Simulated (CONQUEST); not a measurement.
## SnSe under changes of volume

One of the cells (27.271 Å³/atom); the others are scaled copies at fixed shape and fractional positions:

```xyz
4
Lattice="4.2568 0.0000 0.0000 0.0000 4.2568 0.0000 0.0000 0.0000 6.0200" Properties=species:S:1:pos:R:3 pbc="T T T"
Sn    0.0000    0.0000    0.0000
Sn    2.1284    2.1284    3.0100
Se    0.0000    0.0000    3.0100
Se    2.1284    2.1284    0.0000
```

Measurements of this composition are mostly on another form, of space group No. 62.

| Quantity | Value |
| --- | --- |
| Program | CONQUEST 1.3 |
| Functional | PBE |
| Potentials or basis | PseudoDojo NC PBE, DZP, grid of 40 × 40 × 60 points |
| k mesh | 6 × 6 × 5 |
| Occupations | fermi-dirac, width 0.05 eV |
| Spin | no spin polarisation |

| volume (Å³/atom) | energy over the lowest point (meV/atom) | pressure (GPa) |
| --- | --- | --- |
| 25.635 | 42.73 | 5.7 |
| 26.180 | 25.77 | 4.2 |
| 26.725 | ? | ? |
| 27.271 | 5.65 | 1.9 |
| 27.816 | 1.15 | 0.8 |
| 28.362 | 0.00 | -0.1 |
| 28.907 | 2.26 | -1.2 |

Task: What does the run at 26.725 Å³/atom give?

Result: Energy over the lowest point 13.70 meV/atom; pressure 2.9 GPa.

Worked out: A Birch-Murnaghan fit of order 3 (a polynomial in V^(-2/3)) to the other rows has its minimum at 28.26 Å³/atom with B0 = V·E''(V) = 47 GPa and B' = 4.2. It gives 13.64 meV/atom at 26.725 Å³/atom, against the run's 13.70, and -dE/dV = 3.0 GPa, against 2.9.

Energies are extrapolated to zero smearing.

Caveats: the basis of atomic orbitals isn't converged, which shifts pressures, moduli and gaps; the real-space grid breaks the cell's symmetry a little (some runs).
